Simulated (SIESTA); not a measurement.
A run of SIESTA 5.4.2:

The input run.py:

```python
from ase import Atoms
from ase.calculators.siesta import Siesta
from ase.units import Ry, GPa
from ase.eos import EquationOfState

atoms = Atoms(
    ['Cu', 'Cu', 'O', 'O'],
    cell=[
        [2.34185, -1.7113, 0.0],
        [2.34185, 1.7113, 0.0],
        [-0.8500274268, 0.0, 5.0578693947],
    ],
    scaled_positions=[
        [0.5, 0.0, 0.5],
        [0.0, 0.5, 0.0],
        [0.4184, 0.5816, 0.75],
        [0.5816, 0.4184, 0.25],
    ],
    pbc=True,
)

fdf = {
    'SCFMustConverge': False,
    'OccupationFunction': 'FD',
    'ElectronicTemperature': '0.05 eV',
    'MaxSCFIterations': '120',
    'SCF.Mixer.Method': 'Pulay',
    'SCF.Mixer.Weight': '0.25',
    'SCF.Mixer.History': '8',
    'SCF.DM.Tolerance': '5.0e-05',
    'SCF.H.Tolerance': '1.0e-03 eV',
    'WriteForces': 'true',
    'Charge.Mulliken': 'end',
    'PAO.Basis': ['Cu.1 5', 'n=3 0 2', '  2.369 0.000', 'n=4 0 2', '  7.167 0.000', 'n=3 1 2', '  2.662 0.000', 'n=4 1 1', '  7.167', 'n=3 2 2', '  5.017 0.000'],
}
calc = Siesta(
    label="CuO",
    command="siesta < PREFIX.fdf > PREFIX.out",
    pseudo_path="pseudos",
    pseudo_qualifier="",
    xc=('GGA', 'BLYP'),
    basis_set="DZP",
    mesh_cutoff=800 * Ry,
    energy_shift=0.003 * Ry,
    kpts=[10, 10, 5],
    spin="non-polarized",
    fdf_arguments=fdf,
)
atoms.calc = calc

cell0 = atoms.cell.copy()
volumes, energies = [], []
for x in [0.94, 0.96, 0.98, 1.0, 1.02, 1.04, 1.06]:
    atoms.set_cell(cell0 * x ** (1 / 3), scale_atoms=True)
    volumes.append(atoms.get_volume() / len(atoms))
    energies.append(atoms.get_potential_energy(force_consistent=True) / len(atoms))
    print(f"V = {volumes[-1]:.5f} A^3/atom   F = {energies[-1]:.6f} eV/atom", flush=True)
v0, e0, b0 = EquationOfState(volumes, energies, eos="birchmurnaghan").fit()
print(f"v0 = {v0:.4f} A^3/atom, e0 = {e0:.5f} eV/atom, B0 = {b0 / GPa:.1f} GPa")
```

Potentials or basis: PseudoDojo 0.4 standard (PBE files), DZP (energy shift 0.003 Ry; two zetas on semicore shells).

Command:

```bash
$ python run.py
```

Hardware: 1 thread of AMD EPYC 7R43 64-Core Processor (Zen 3), on a shared host.

Task: Estimate the wall time of this run.

Result: Wall time 7.6 min on 1 thread of AMD EPYC 7R43 64-Core Processor (Zen 3), on a shared host, peak memory 0.32 GiB. Counts: scf iterations 8.
